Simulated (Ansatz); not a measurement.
Hf2S:

```
CELL_PARAMETERS angstrom
3.37427 0.00000 0.00000
-1.68714 2.92221 0.00000
0.00000 0.00000 11.71741
ATOMIC_POSITIONS crystal
Hf 0.33333 0.66667 0.10019
Hf 0.66667 0.33333 0.60019
Hf 0.33333 0.66667 0.39981
Hf 0.66667 0.33333 0.89981
S 0.00000 0.00000 0.25000
S 0.00000 0.00000 0.75000
```

The cell comes from a database or a generator and needn't be the stable form of this composition.

Base run:

| Property | Result |
| --- | --- |
| Program | Ansatz 0.2.0 |
| Functional | r2SCAN |
| Potentials or basis | Ansatz PAW |
| Cutoff | 500 eV (not typed: the program's choice for these potentials) |
| k mesh | 9 × 9 × 3 |
| Occupations | fermi-dirac, width 0.05 eV |
| Spin | no spin polarisation |

Its results: band gap on the k mesh none (metal or under the smearing width); pressure 0.9 GPa.

**Question.** The run is repeated on the same cell with these changes: functional from r2SCAN to LDA; cutoff from 500 eV (not typed: the program's choice for these potentials) to 420 eV (not typed: the program's choice for these potentials). What comes out?

**Answer.** Band gap on the k mesh none (metal or under the smearing width); pressure -6.3 GPa.

Caveats: spin-orbit coupling is left out, which moves the levels of the heavy elements; the PAW data sets come from PBE, with cores solved anew for the run's functional, which leaves a small shift of forces and pressure.
